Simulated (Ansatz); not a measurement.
Simulated (Ansatz). Plane-wave DFT: an element X is put into a periodic supercell of the crystal below and the atoms relax. X is one of the candidates, and is told by the neutral defect's formation energy over the elements (uncorrected), its moments where the run had spin, and its relaxed neighbours, eight at most.

```
cell
1.0
     0.0000    2.7350    2.7350
     2.7350    0.0000    2.7350
     2.7350    2.7350    0.0000
Si
2
Direct
  0.2500 0.2500 0.2500
  0.0000 0.0000 0.0000
```

host atoms in supercell: 32
functional: PBE
wave cutoff: 420 eV
k mesh: 2, 2, 2
k shift: 0.5, 0.5, 0.5 mesh steps
gaussian smearing: 0.02 eV
start displacement: 0 angstrom
electrons started on: no chosen atoms
candidate elements: O, Ca, Sc, Ti, Br, Ba
found formation energy: 2.214 eV
found largest move from host sites: 0.137 angstrom

| supercell vector | supercell times a (host cell vectors) | supercell times b (host cell vectors) | supercell times c (host cell vectors) |
| --- | --- | --- | --- |
| A | -1 | -1 | -1 |
| B | -1 | -1 | 3 |
| C | -1 | 3 | -1 |

```
change element  change kind  change place a (host cell vectors)  change place b (host cell vectors)  change place c (host cell vectors)
             X        on Si                               -1.75                                0.25                                1.25
```

| found neighbour element | found neighbour distance (angstrom) |
| --- | --- |
| Si | 2.506 |
| Si | 2.506 |
| Si | 2.506 |
| Si | 2.506 |

Which element is X?

Ti.

Caveats: the atoms kept the symmetry of the start, so a distorted state could lie lower; the supercell is small.
